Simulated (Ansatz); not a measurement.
Co:

```xyz
2
Lattice="2.4720 0.0000 0.0000 -1.2360 2.1408 0.0000 0.0000 0.0000 4.0211" Properties=species:S:1:pos:R:3 pbc="T T T"
Co    1.2360    0.7136    3.0159
Co    0.0000    1.4272    1.0053
```

Base run:

| Item | Value |
| --- | --- |
| Program | Ansatz 0.2.0 |
| Functional | PBE |
| Potentials or basis | Ansatz PAW |
| Cutoff | 250 eV |
| Density cutoff | 1000 eV |
| k mesh | 12 × 12 × 7 |
| Occupations | fermi-dirac, width 0.05 eV |
| Spin | collinear spin, ferromagnetic start |
| Starting moments | [2.0, 2.0] μB |

Its results: band gap on the k mesh none (metal or under the smearing width); pressure 20.7 GPa; net moment 3.24 μB per cell; site moments Co +1.69 μB.

The run is repeated on the same cell with these changes: potentials or basis from Ansatz PAW to PseudoDojo standard (PBE files); cutoff from 250 eV to 1306 eV (not typed: the program's choice for these potentials). What comes out?

Band gap on the k mesh none (metal or under the smearing width); pressure 5.2 GPa; net moment 3.25 μB per cell; site moments Co +1.70 μB.

Caveats: so large a pressure means that the cell lies far from this level's equilibrium, or that cutoff or potentials fall short (some runs); the pressure holds a Pulay correction of +386.5 GPa for the finite cutoff (some runs); the cutoff lies under the one recommended for these potentials (some runs).
